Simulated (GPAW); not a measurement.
A run of GPAW 26.7.0:

run.py

```python
from ase.dft.bandgap import bandgap
from ase.io import read, write
from ase.units import GPa
from gpaw import GPAW, PW

atoms = read('Sb.cif')

calc = GPAW(mode=PW(500),
            xc='MGGA_X_R2SCAN+MGGA_C_R2SCAN',
            kpts={'size': (7, 7, 7), 'gamma': True},
            occupations={'name': 'fermi-dirac', 'width': 0.05},
            nbands=15,
            maxiter=120,
            txt='gpaw.txt')
atoms.calc = calc
energy = atoms.get_potential_energy()
forces = atoms.get_forces()
stress = atoms.get_stress()
calc.write('gs.gpw')
write('result.traj', atoms)
print(f'Energy: {energy:.6f} eV')
print('Forces (eV/A):')
print(forces.round(4))
print('Stress (GPa):', (stress / GPa).round(3))
print('Fermi level:', round(calc.get_fermi_level(), 4), 'eV')
print(f'Gap: {bandgap(calc)[0]:.4f} eV, direct: {bandgap(calc, direct=True)[0]:.4f} eV')
```

Contents of Sb.cif:

```cif
data_Sb
_cell_length_a 3.16000000
_cell_length_b 3.16000000
_cell_length_c 3.16000000
_cell_angle_alpha 90.00000000
_cell_angle_beta 90.00000000
_cell_angle_gamma 90.00000000
_space_group_name_H-M_alt 'Pm-3m'
_space_group_name_Hall '-P 4 2 3'
_space_group_IT_number 221
loop_
_space_group_symop_operation_xyz
'x,y,z'
'-x,-y,-z'
'-y,x,z'
'y,-x,-z'
'-x,-y,z'
'x,y,-z'
'y,-x,z'
'-y,x,-z'
'x,-y,-z'
'-x,y,z'
'-y,-x,-z'
'y,x,z'
'-x,y,-z'
'x,-y,z'
'y,x,-z'
'-y,-x,z'
'z,x,y'
'-z,-x,-y'
'z,-y,x'
'-z,y,-x'
'z,-x,-y'
'-z,x,y'
'z,y,-x'
'-z,-y,x'
'-z,x,-y'
'z,-x,y'
'-z,-y,-x'
'z,y,x'
'-z,-x,y'
'z,x,-y'
'-z,y,x'
'z,-y,-x'
'y,z,x'
'-y,-z,-x'
'x,z,-y'
'-x,-z,y'
'-y,z,-x'
'y,-z,x'
'-x,z,y'
'x,-z,-y'
'-y,-z,x'
'y,z,-x'
'-x,-z,-y'
'x,z,y'
'y,-z,-x'
'-y,z,x'
'x,-z,y'
'-x,z,-y'
loop_
_atom_site_label
_atom_site_type_symbol
_atom_site_symmetry_multiplicity
_atom_site_Wyckoff_symbol
_atom_site_fract_x
_atom_site_fract_y
_atom_site_fract_z
_atom_site_occupancy
Sb1 Sb 1 a 0.0000000000 0.0000000000 0.0000000000 1
```

Potentials or basis: GPAW PAW data sets (gpaw-data 1.2.1), pw.

Launch:

```console
$ OMP_NUM_THREADS=1 python run.py
```

Hardware: 1 thread of Arm Neoverse V2 (shared host).

Problem. How long does it take, and how much memory?

Solution. Run time: 21 s on 1 thread of Arm Neoverse V2, on a shared host, peak memory 0.22 GiB. Counts: scf iterations 15, plane waves 812, bands 15, k points 20.
